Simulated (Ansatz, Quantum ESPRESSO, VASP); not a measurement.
**One calculation of CdGeAs2, 4 ways**

```
CELL_PARAMETERS angstrom
-2.98887 2.98887 5.66430
2.98887 -2.98887 5.66430
2.98887 2.98887 -5.66430
ATOMIC_POSITIONS crystal
Cd 0.50000 0.50000 0.00000
Cd 0.25000 0.75000 0.50000
As 0.09622 0.12500 0.47122
As 0.37500 0.90378 0.02878
As 0.65378 0.62500 0.52878
As 0.87500 0.34622 0.97122
Ge 0.75000 0.25000 0.50000
Ge 0.00000 0.00000 0.00000
```

The cell is a database's computed one, not the measured one.

Alike in all runs: task single point; functional PBEsol; k mesh 6 × 6 × 6; occupations fermi-dirac, width 0.05 eV; no spin polarisation; no spin-orbit coupling. Pressure is positive in compression and, in plane waves, holds the error of the finite cutoff, which Ansatz's Pulay term estimates and takes out.

```tsv
program and potentials	plane-wave cutoff (eV)	notes	band gap (eV)	pressure (GPa)	largest force (eV/Å)
Ansatz, Ansatz PAW	420	potentials made for PBE, which Ansatz adapts in part; 16 valence electrons an atom on average; Pulay term of +0.03 GPa included	0.19	-0.74	0.178
Ansatz, all-electron LAPW, scalar-relativistic	-	-	0.19	-0.73	0.176
Quantum ESPRESSO, GBRV 1.5 PBEsol	612	9 valence electrons an atom on average	0.19	-0.50	0.173
VASP, PBE PAW files As, Cd, Ge_d, 520 eV	520	potentials made for PBE; 9 valence electrons an atom on average	0.19	-0.50	0.170
```

Force on atom 3 (As), eV/Å:

```csv
program and potentials,x,y,z
"Ansatz, Ansatz PAW",0.000,0.178,0.000
"Ansatz, all-electron LAPW, scalar-relativistic",0.000,0.176,0.000
"Quantum ESPRESSO, GBRV 1.5 PBEsol",0.000,0.173,0.000
"VASP, PBE PAW files As, Cd, Ge_d, 520 eV",0.000,0.170,0.000
```

All agree on the band gap. The pressure spans -0.74 (Ansatz, Ansatz PAW) to -0.50 GPa (Quantum ESPRESSO, GBRV 1.5 PBEsol), with all-electron results at -0.73. Spin-orbit coupling, left out here, moves the band edges of heavy atoms. The gap is indirect and read on the mesh alone, so bands may meet between its points.

Differences between rows come from potentials, basis sets and numerical settings, since the functional is the same but for its coding. Runs on potential files found faulty are left out.
